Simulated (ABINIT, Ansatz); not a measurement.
**GaAs (F-43m): Raman and infrared activity**

Wanted: vibrational spectra of GaAs (F-43m) from linear and non-linear response.

Main program and level: ABINIT 10.8.3; DFT LDA, scalar-relativistic, plane waves, HGH norm-conserving pseudopotentials.

**1. Starting point**

It takes space group F-43m (No. 216, cubic). The conventional cell has a = 5.602 Å, b = 5.602 Å, c = 5.602 Å, α = 90.00°, β = 90.00°, γ = 90.00°. Nearest to Ga lie 4 As at 2.43 Å. Nearest to As lie 4 Ga at 2.43 Å. Farther neighbours are not listed.

**2. Relaxing the cell and atoms**

The harmonic expansion starts where the forces on the atoms vanish, and stress shifts the frequencies, so cell and atoms are relaxed with tight thresholds.

The starting cell comes from a relaxation made beforehand in Ansatz (LDA, PseudoDojo NC).

Contents of relax.abi:

```
# relaxation
ionmov 2
optcell 2
dilatmx 1.08
ntime 40
tolmxf 1.0d-05
tolvrs 1.0d-14
prtwf 0
prtden 0
chksymtnons 0

# basis, mesh and filling
ecut 20.0
ecutsm 0.5
ixc 7
ngkpt 10 10 10
nshiftk 1
shiftk 0.0 0.0 0.0
istwfk *1
occopt 1
nband 4
nstep 100
diemac 9.0
prtebands 0
prtgsr 0

# cell and atoms
acell 7.484966346 7.484966346 7.484966346
rprim 
    0.0 0.7071067812 0.7071067812
    0.7071067812 0.0 0.7071067812
    0.7071067812 0.7071067812 0.0
ntypat 2
znucl 31 33
natom 2
typat 1 2
xred 
    0.0 0.0 0.0
    0.25 0.25 0.25
pp_dirpath "./pseudo"
pseudos "Ga.hgh, As.hgh"
```

Command:

```sh
$ OMP_NUM_THREADS=1 mpirun -n 8 abinit relax.abi > relax.log
```

Numbers of over 12 decimals in the logs are rounded to 6 here.

relax.abo, the main output file:

```text
[banners, grids, parts of the stress and lines that vanish by symmetry left out]
- input  file    -> relax.abi
- output file    -> relax.abo
- root for input  files -> relaxi
[...]
Symmetries : space group F-4 3 m (#216); Bravais cF (face-center cubic)
[...]
mpw =        1639          nfft =       46656          nkpt =          47
[...]
== DATASET  1 ==================================================================
[...]
cutoff_energies: {ecut:  20.0, pawecutdg:  -1.0, }
[...]
Exchange-correlation functional for the present dataset will be:
  LDA: Perdew-Wang 92 LSD fit to Ceperley-Alder data - ixc=7
[...]
ETOT  1  -8.661757    -8.662E+00 6.862E-03 1.782E+01
 ETOT  2  -8.664788    -3.031E-03 7.587E-06 5.327E-01
 ETOT  3  -8.664833    -4.582E-05 9.004E-07 4.300E-02
 ETOT  4  -8.664838    -5.030E-06 2.157E-07 1.653E-03
 ETOT  5  -8.664839    -1.742E-07 6.805E-08 7.483E-06
[...]
At SCF step   12       vres2   =  7.01E-15 < tolvrs=  1.00E-14 =>converged.
[...]
sigma(1 1)=  9.40211495E-05  sigma(3 2)=  0.00000000E+00
  sigma(2 2)=  9.40211495E-05  sigma(3 1)=  0.00000000E+00
  sigma(3 3)=  9.40211495E-05  sigma(2 1)=  0.00000000E+00
[...]
convergence: {deltae: -2.842E-14, res2:  7.009E-15, residm:  3.923E-12, diffor: null, }
etotal    :  -8.66483865E+00
[...]
ETOT  1  -8.665036    -8.665E+00 1.514E-04 1.001E-01
[...]
At SCF step    9       vres2   =  3.25E-17 < tolvrs=  1.00E-14 =>converged.
[...]
sigma(1 1)=  7.54530521E-05  sigma(3 2)=  0.00000000E+00
  sigma(2 2)=  7.54530521E-05  sigma(3 1)=  0.00000000E+00
  sigma(3 3)=  7.54530521E-05  sigma(2 1)=  0.00000000E+00
[...]
convergence: {deltae:  2.665E-14, res2:  3.249E-17, residm:  1.223E-17, diffor: null, }
etotal    :  -8.66505094E+00
[...]
ETOT  1  -8.665193    -8.665E+00 3.092E-04 1.462E+00
[...]
At SCF step    9       vres2   =  2.79E-16 < tolvrs=  1.00E-14 =>converged.
[...]
sigma(1 1)= -5.10953498E-06  sigma(3 2)=  0.00000000E+00
  sigma(2 2)= -5.10953498E-06  sigma(3 1)=  0.00000000E+00
  sigma(3 3)= -5.10953498E-06  sigma(2 1)=  0.00000000E+00
[...]
convergence: {deltae: -1.119E-13, res2:  2.785E-16, residm:  1.006E-18, diffor: null, }
etotal    :  -8.66539980E+00
[...]
ETOT  1  -8.665400    -8.665E+00 5.393E-11 5.589E-03
[...]
At SCF step    8       vres2   =  4.11E-16 < tolvrs=  1.00E-14 =>converged.
[...]
sigma(1 1)=  2.13864525E-07  sigma(3 2)=  0.00000000E+00
  sigma(2 2)=  2.13864525E-07  sigma(3 1)=  0.00000000E+00
  sigma(3 3)=  2.13864525E-07  sigma(2 1)=  0.00000000E+00
[...]
convergence: {deltae:  4.441E-14, res2:  4.106E-16, residm:  3.069E-19, diffor: null, }
etotal    :  -8.66540122E+00
[...]
ETOT  1  -8.665401    -8.665E+00 5.709E-09 9.051E-06
[...]
ETOT  6  -8.665401    -1.066E-14 7.459E-19 3.758E-14
 ETOT  7  -8.665401     1.847E-13 2.658E-20 1.938E-16
 At SCF step    7       vres2   =  1.94E-16 < tolvrs=  1.00E-14 =>converged.
[...]
sigma(1 1)=  1.64092603E-09  sigma(3 2)=  0.00000000E+00
  sigma(2 2)=  1.64092603E-09  sigma(3 1)=  0.00000000E+00
  sigma(3 3)=  1.64092603E-09  sigma(2 1)=  0.00000000E+00
[...]
convergence: {deltae:  1.847E-13, res2:  1.938E-16, residm:  2.658E-20, diffor: null, }
etotal    :  -8.66540123E+00
[...]
At Broyd/MD step   5, gradients are converged :
[...]
sigma(1 1)=  1.64092603E-09  sigma(3 2)=  0.00000000E+00
  sigma(2 2)=  1.64092603E-09  sigma(3 1)=  0.00000000E+00
  sigma(3 3)=  1.64092603E-09  sigma(2 1)=  0.00000000E+00
[...]
- sigma(1 1)=  4.82777104E-05  sigma(3 2)=  0.00000000E+00
- sigma(2 2)=  4.82777105E-05  sigma(3 1)=  0.00000000E+00
- sigma(3 3)=  4.82777105E-05  sigma(2 1)=  0.00000000E+00
[...]
fcart     -0.0000000000E+00 -0.0000000000E+00 -0.0000000000E+00
           strten      1.6409260251E-09  1.6409260257E-09  1.6409260255E-09
================================================================================

[key lines of the parts left out:]
pressure_GPa:  -4.8278E-05
Total energy (etotal) [Ha]= -8.66540122654019E+00
```

Elapsed: 12 s, on 8 MPI ranks of Arm Neoverse N1, shared host.

Relaxation path:

| step | energy less that of the first step (eV) | largest force (eV/Å) | volume (Å³) |
| --- | --- | --- | --- |
| 1 | 0.0000 | 0.0000 | 43.94 |
| 2 | -0.0058 | 0.0000 | 43.57 |
| 3 | -0.0153 | 0.0000 | 42.14 |
| 4 | -0.0153 | 0.0000 | 42.23 |
| 5 | -0.0153 | 0.0000 | 42.23 |

| conventional cell, symmetrised | before | after | change |
| --- | --- | --- | --- |
| a (Å) | 5.602 | 5.528 | -1.3 % |
| b (Å) | 5.602 | 5.528 | -1.3 % |
| c (Å) | 5.602 | 5.528 | -1.3 % |
| volume (Å³/atom) | 21.97 | 21.11 | -3.9 % |

The relaxed structure:

```xyz
2
Lattice="0.0000 2.7639 2.7639 2.7639 0.0000 2.7639 2.7639 2.7639 0.0000" Properties=species:S:1:pos:R:3 pbc="T T T"
Ga    0.0000    0.0000    0.0000
As    1.3820    1.3820    1.3820
```

Numbers from this step:

* volume per atom: 21.11 Å³
* pressure: -4.83e-5 GPa

The volume changes by -3.9 % from the cell with which this run began.

**3. Ground state**

First-order wavefunctions inherit every error of the ground state, hence the very tight tolvrs. ecutsm is kept as in the relaxation, so that the cell stays at rest.

Contents of gs.abi:

```
# ground state
tolvrs 1.0d-16
prtden 1
prtwf 1

# basis, mesh and filling
ecut 20.0
ecutsm 0.5
ixc 7
ngkpt 12 12 12
nshiftk 1
shiftk 0.0 0.0 0.0
istwfk *1
occopt 1
nband 4
nstep 100
diemac 9.0
prtebands 0
prtgsr 0

# cell and atoms
acell 7.386459036 7.386459036 7.386459036
rprim 
    0.0 0.7071067812 0.7071067812
    0.7071067812 0.0 0.7071067812
    0.7071067812 0.7071067812 0.0
ntypat 2
znucl 31 33
natom 2
typat 1 2
xred 
    0.0 0.0 0.0
    0.25 0.25 0.25
pp_dirpath "./pseudo"
pseudos "Ga.hgh, As.hgh"
```

Command:

```sh
$ OMP_NUM_THREADS=1 mpirun -n 8 abinit gs.abi > gs.log
```

gs.abo, the main output file:

```text
[banners, grids, parts of the stress and lines that vanish by symmetry left out]
- input  file    -> gs.abi
- output file    -> gs.abo
- root for input  files -> gsi
[...]
Symmetries : space group F-4 3 m (#216); Bravais cF (face-center cubic)
[...]
mpw =        1243          nfft =       27000          nkpt =          72
[...]
== DATASET  1 ==================================================================
[...]
cutoff_energies: {ecut:  20.0, pawecutdg:  -1.0, }
[...]
Exchange-correlation functional for the present dataset will be:
  LDA: Perdew-Wang 92 LSD fit to Ceperley-Alder data - ixc=7
[...]
ETOT  1  -8.661453    -8.661E+00 9.888E-03 1.109E+01
 ETOT  2  -8.665373    -3.919E-03 4.150E-05 3.306E-01
 ETOT  3  -8.665425    -5.226E-05 4.341E-06 2.605E-02
 ETOT  4  -8.665430    -5.401E-06 7.850E-07 8.524E-04
 ETOT  5  -8.665430    -1.391E-07 9.350E-08 2.944E-06
[...]
ETOT 11  -8.665430     2.078E-13 6.130E-13 3.222E-16
 ETOT 12  -8.665430    -1.776E-15 1.143E-13 2.681E-17
 At SCF step   12       vres2   =  2.68E-17 < tolvrs=  1.00E-16 =>converged.
[...]
sigma(1 1)= -2.57689989E-07  sigma(3 2)=  0.00000000E+00
  sigma(2 2)= -2.57689989E-07  sigma(3 1)=  0.00000000E+00
  sigma(3 3)= -2.57689989E-07  sigma(2 1)=  0.00000000E+00
[...]
convergence: {deltae: -1.776E-15, res2:  2.681E-17, residm:  1.143E-13, diffor: null, }
etotal    :  -8.66543043E+00
[...]
sigma(1 1)= -2.57689989E-07  sigma(3 2)=  0.00000000E+00
  sigma(2 2)= -2.57689989E-07  sigma(3 1)=  0.00000000E+00
  sigma(3 3)= -2.57689989E-07  sigma(2 1)=  0.00000000E+00
[...]
- sigma(1 1)= -7.58150122E-03  sigma(3 2)=  0.00000000E+00
- sigma(2 2)= -7.58150122E-03  sigma(3 1)=  0.00000000E+00
- sigma(3 3)= -7.58150122E-03  sigma(2 1)=  0.00000000E+00
[...]
fcart     -0.0000000000E+00 -0.0000000000E+00 -0.0000000000E+00
           strten     -2.5768998882E-07 -2.5768998883E-07 -2.5768998883E-07
================================================================================

[key lines of the parts left out:]
pressure_GPa:   7.5815E-03
```

It took 3.7 s on 8 MPI ranks; 29 s of CPU time.

Read from the output:

* pressure: 0.007582 GPa

The cell stands at 0.0076 GPa, close enough for phonons.

**4. The gap at rest**

Empty bands on the ground state's density check that the gap assumed so far is there in this cell.

Contents of gap.abi:

```
# empty bands on the ground state's density
iscf -2
getden_filepath "gso_DEN"
tolwfr 1.0d-12
nbdbuf 2
prtwf 0

# basis, mesh and filling
ecut 20.0
ecutsm 0.5
ixc 7
ngkpt 12 12 12
nshiftk 1
shiftk 0.0 0.0 0.0
istwfk *1
occopt 1
nband 8
nstep 100
diemac 9.0
prtebands 0
prtgsr 0

# cell and atoms
acell 7.386459036 7.386459036 7.386459036
rprim 
    0.0 0.7071067812 0.7071067812
    0.7071067812 0.0 0.7071067812
    0.7071067812 0.7071067812 0.0
ntypat 2
znucl 31 33
natom 2
typat 1 2
xred 
    0.0 0.0 0.0
    0.25 0.25 0.25
pp_dirpath "./pseudo"
pseudos "Ga.hgh, As.hgh"
```

Command:

```sh
$ OMP_NUM_THREADS=1 mpirun -n 8 abinit gap.abi > gap.log
```

gap.abo, the main output file:

```text
[banners, grids, parts of the stress and lines that vanish by symmetry left out]
- input  file    -> gap.abi
- output file    -> gap.abo
- root for input  files -> gapi
[...]
Symmetries : space group F-4 3 m (#216); Bravais cF (face-center cubic)
[...]
mpw =        1243          nfft =       27000          nkpt =          72
[...]
== DATASET  1 ==================================================================
[...]
cutoff_energies: {ecut:  20.0, pawecutdg:  -1.0, }
[...]
Exchange-correlation functional for the present dataset will be:
  LDA: Perdew-Wang 92 LSD fit to Ceperley-Alder data - ixc=7
[...]
-outvars: echo values of variables after computation
            acell      7.3864590360E+00  7.3864590360E+00  7.3864590360E+00 Bohr
================================================================================
```

It took 2.7 s on 8 MPI ranks; 21 s of CPU time.

Numbers from this step:

| Item | Value |
| --- | --- |
| gap on the k-mesh | 1.027 eV |

In this cell the gap on the mesh is 1.0 eV, direct, so fixed occupations hold.

**5. Linear response at Γ**

The derivative of the wavefunctions by k comes first, since the response to a field is built on it; then the field and the displacements that symmetry doesn't supply are solved at q = 0. By the 2n+1 theorem the first-order wavefunctions also give third derivatives: Raman tensors and the non-linear susceptibility.

It reads the wavefunctions written in step 3.

Contents of dfpt_gamma.abi:

```
ndtset 3

# common to the responses
getwfk_filepath "gso_WFK"
kptopt 2
nqpt 1
qpt 0.0 0.0 0.0
asr 0
chneut 0

# d/dk
rfelfd1 2
rfdir1 1 1 1
iscf1 -3
tolwfr1 1.0d-20

# displacements, field
rfphon2 1
rfatpol2 1 2
rfdir2 1 1 1
rfelfd2 3
getddk2 1
tolvrs2 1.0d-10
prepanl2 1
prtden2 1

# third order
optdriver3 5
getden_filepath3 "gso_DEN"
get1den3 2
get1wf3 2
getddk3 1
d3e_pert1_elfd3 1
d3e_pert1_phon3 1
d3e_pert1_atpol3 1 2
d3e_pert1_dir3 1 1 1
d3e_pert2_elfd3 1
d3e_pert2_dir3 1 1 1
d3e_pert3_elfd3 1
d3e_pert3_dir3 1 1 1
usepead3 1
tolvrs3 1.0d-10

# basis, mesh and filling
ecut 20.0
ecutsm 0.5
ixc 7
ngkpt 12 12 12
nshiftk 1
shiftk 0.0 0.0 0.0
istwfk *1
occopt 1
nband 4
nstep 100
diemac 9.0
prtebands 0
prtgsr 0

# cell and atoms
acell 7.386459036 7.386459036 7.386459036
rprim 
    0.0 0.7071067812 0.7071067812
    0.7071067812 0.0 0.7071067812
    0.7071067812 0.7071067812 0.0
ntypat 2
znucl 31 33
natom 2
typat 1 2
xred 
    0.0 0.0 0.0
    0.25 0.25 0.25
pp_dirpath "./pseudo"
pseudos "Ga.hgh, As.hgh"
```

Command:

```sh
$ OMP_NUM_THREADS=1 mpirun -n 8 abinit dfpt_gamma.abi > dfpt_gamma.log
```

dfpt_gamma.abo, the main output file:

```text
[banners, grids, parts of the stress and lines that vanish by symmetry left out]
- input  file    -> dfpt_gamma.abi
- output file    -> dfpt_gamma.abo
- root for input  files -> dfpt_gammai
[...]
DATASET    1 : space group F-4 3 m (#216); Bravais cF (face-center cubic)
[...]
nfft =       27000          nkpt =         868
[...]
DATASET    2 : space group F-4 3 m (#216); Bravais cF (face-center cubic)
[...]
nfft =       27000          nkpt =         868
[...]
DATASET    3 : space group F-4 3 m (#216); Bravais cF (face-center cubic)
[...]
mpw =        1243          nfft =       27000          nkpt =         868
[...]
== DATASET  1 ==================================================================
[...]
cutoff_energies: {ecut:  20.0, pawecutdg:  -1.0, }
[...]
Exchange-correlation functional for the present dataset will be:
  LDA: Perdew-Wang 92 LSD fit to Ceperley-Alder data - ixc=7
[...]
- 33.00000   5.00000     10605                znucl, zion, pspdat
[...]
Perturbation : derivative vs k along direction   1
[...]
-ETOT  1  -9.348564     -9.349E+00 7.682E+00 0.000E+00
 ETOT  2  -9.376289     -2.773E-02 1.447E-01 0.000E+00
 ETOT  3  -9.376969     -6.793E-04 1.320E-02 0.000E+00
 ETOT  4  -9.377029     -6.057E-05 1.685E-03 0.000E+00
 ETOT  5  -9.377037     -7.719E-06 1.872E-04 0.000E+00
[...]
At SCF step   25   max residual=  9.95E-21 < tolwfr=  1.00E-20 =>converged.
[...]
Perturbation : derivative vs k along direction   2
[...]
-ETOT  1  -9.349549     -9.350E+00 7.682E+00 0.000E+00
[...]
At SCF step   24   max residual=  9.95E-21 < tolwfr=  1.00E-20 =>converged.
[...]
Perturbation : derivative vs k along direction   3
[...]
-ETOT  1  -9.348547     -9.349E+00 7.682E+00 0.000E+00
[...]
At SCF step   25   max residual=  9.95E-21 < tolwfr=  1.00E-20 =>converged.
[...]
1        1       4.0507832613   -0.0000000000
     1        2       2.0253916304   -0.0000000000
     1        3       2.0253916309   -0.0000000000
     2        1       2.0253916304   -0.0000000000
     2        2       4.0507832613   -0.0000000000
     2        3       2.0253916309   -0.0000000000
     3        1       2.0253916309   -0.0000000000
     3        2       2.0253916309   -0.0000000000
     3        3       4.0507832618   -0.0000000000
[...]
== DATASET  2 ==================================================================
[...]
cutoff_energies: {ecut:  20.0, pawecutdg:  -1.0, }
[...]
Exchange-correlation functional for the present dataset will be:
  LDA: Perdew-Wang 92 LSD fit to Ceperley-Alder data - ixc=7
[...]
Perturbation : displacement of atom   1   along direction   1
[...]
-ETOT  1   7.202342     -3.715E+01 1.235E-01 4.084E+03
[...]
At SCF step    9       vres2   =  2.27E-12 < tolvrs=  1.00E-10 =>converged.
[...]
Perturbation : displacement of atom   2   along direction   1
[...]
-ETOT  1   27.505211525902     -1.463E+02 7.843E-01 4.057E+04
[...]
At SCF step   11       vres2   =  2.94E-11 < tolvrs=  1.00E-10 =>converged.
[...]
Perturbation : homogeneous electric field along direction   1
[...]
-ETOT  1  -279.75534513462     -2.798E+02 3.305E+02 1.424E+04
[...]
At SCF step   10       vres2   =  5.96E-11 < tolvrs=  1.00E-10 =>converged.
[...]
Perturbation : homogeneous electric field along direction   2
[...]
-ETOT  1  -279.88004837514     -2.799E+02 3.871E+02 1.423E+04
[...]
At SCF step   11       vres2   =  2.02E-11 < tolvrs=  1.00E-10 =>converged.
[...]
Perturbation : homogeneous electric field along direction   3
[...]
-ETOT  1  -279.75458046818     -2.798E+02 3.286E+02 1.424E+04
[...]
ETOT  9  -290.19088166519     -1.224E-08 3.315E-07 4.502E-09
 ETOT 10  -290.19088166637     -1.180E-09 3.332E-08 6.834E-11
 At SCF step   10       vres2   =  6.83E-11 < tolvrs=  1.00E-10 =>converged.
[...]
Dielectric tensor, in cartesian coordinates,
[...]
1    4   1    4        12.7902045989        -0.0000000000
   1    4   2    4        -0.0000000000        -0.0000000000
   1    4   3    4        -0.0000000000        -0.0000000000
   2    4   1    4        -0.0000000000        -0.0000000000
   2    4   2    4        12.7902045989        -0.0000000000
   2    4   3    4         0.0000000000        -0.0000000000
   3    4   1    4        -0.0000000000        -0.0000000000
   3    4   2    4         0.0000000000        -0.0000000000
   3    4   3    4        12.7902045989        -0.0000000000
  Effective charges, in cartesian coordinates,
[...]
1    1   1    4         1.9993550010         0.0000000000
   2    1   1    4         0.0000000000         0.0000000000
   3    1   1    4        -0.0000000000         0.0000000000
   1    2   1    4        -2.0278692306         0.0000000000
   2    2   1    4        -0.0000000000         0.0000000000
[...]
Effective charges, in cartesian coordinates,
[...]
2    4   1    2         0.0000000000         0.0000000000
   3    4   1    2         0.0000000000         0.0000000000
   1    4   2    2         0.0000000000         0.0000000000
   2    4   2    2        -2.0278688518         0.0000000000
   3    4   2    2        -0.0000000000         0.0000000000
   1    4   3    2        -0.0000000000         0.0000000000
   2    4   3    2        -0.0000000000         0.0000000000
   3    4   3    2        -2.0278688518         0.0000000000
  Phonon wavevector (reduced coordinates) :  0.00000  0.00000  0.00000
 Phonon energies in Hartree :
[...]
Phonon frequencies in cm-1    :
- -1.231306E+00 -1.231306E+00 -1.231306E+00  2.717298E+02  2.717298E+02
-  2.717298E+02
  Phonon at Gamma, with non-analyticity in the
[...]
Phonon energies in Hartree :
[...]
Phonon frequencies in cm-1    :
- -1.231306E+00 -1.231306E+00 -1.031482E+00  2.717298E+02  2.717298E+02
-  2.899320E+02
  Phonon at Gamma, with non-analyticity in the
[...]
Phonon energies in Hartree :
[...]
Phonon frequencies in cm-1    :
- -1.231306E+00 -1.231306E+00 -1.031483E+00  2.717298E+02  2.717298E+02
-  2.899320E+02
  Phonon at Gamma, with non-analyticity in the
[...]
Phonon energies in Hartree :
[...]
Phonon frequencies in cm-1    :
- -1.231306E+00 -1.231306E+00 -1.031483E+00  2.717298E+02  2.717298E+02
-  2.899320E+02
[...]
== DATASET  3 ==================================================================
[...]
cutoff_energies: {ecut:  20.0, pawecutdg:  -1.0, }
[...]
Exchange-correlation functional for the present dataset will be:
  LDA: Perdew-Wang 92 LSD fit to Ceperley-Alder data - ixc=7
[...]
j1 : displacement of atom   1 along direction   1
[...]
j1 : displacement of atom   2 along direction   1
[...]
j2 : displacement of atom   1 along direction   1
[...]
j2 : displacement of atom   2 along direction   1
[...]
j2 : displacement of atom   1 along direction   1
[...]
j2 : displacement of atom   2 along direction   1
[...]
1          1       -0.000000194        0.000000000        0.000000000
[...]
1          2        0.000000194       -0.000000194       -0.367344761
[...]
1          3       -0.000000194       -0.367344761       -0.000000194
[...]
2          1        0.000000147        0.000000000       -0.000000000
[...]
2          2       -0.000000147        0.000000147        0.362947085
[...]
2          3        0.000000147        0.362947085        0.000000147
[...]
strten2     0.0000000000E+00  0.0000000000E+00  0.0000000000E+00
           strten3     0.0000000000E+00  0.0000000000E+00  0.0000000000E+00
================================================================================
```

It took 5.3 min on 8 MPI ranks; 42 min of CPU time.

Numbers from this step:

```
miss of the charge sum rule                                       : 0.02851 e
largest acoustic frequency at the zone centre before the sum rule : -1.23 cm⁻¹
highest optical zone-centre mode (no LO-TO term)                  : 271.7 cm⁻¹
lowest optical zone-centre mode                                   : 271.7 cm⁻¹
mean high-frequency dielectric constant                           : 12.79
largest Born charge in size (third of the trace)                  : 2.028 e
```

Born charge (rows field, columns displacement), before the sum rule (e), principal values of the symmetric part by kind of site:

| atom | atoms with these values | low | middle | high | mean |
| --- | --- | --- | --- | --- | --- |
| Ga1 | 1 | 2.00 | 2.00 | 2.00 | 2.00 |
| As2 | 1 | -2.03 | -2.03 | -2.03 | -2.03 |

In full for Ga1:

```
2.00 0.00 0.00
0.00 2.00 0.00
0.00 0.00 2.00
```

High-frequency dielectric tensor:

```
12.79  0.00  0.00
 0.00 12.79  0.00
 0.00  0.00 12.79
```

The acoustic modes at Γ come out as far as 1.2 cm⁻¹ from zero, where they should vanish, a small numerical error; the Born charges miss their sum rule by 0.029 e, which is fair.

(Part 1 of 3 ends here.)

[Host names and launcher messages were left out of these logs when they were recorded.]

[Logs are printed without paths, hosts, clocks, repeated set-up lines and the standing remarks that a program may print on its own settings, such as how far it seeks lower states.]

[Hosts, paths, dates, database ids (printed as entryN), source tags and the programs' standing remarks are cut or masked in the printed files.]
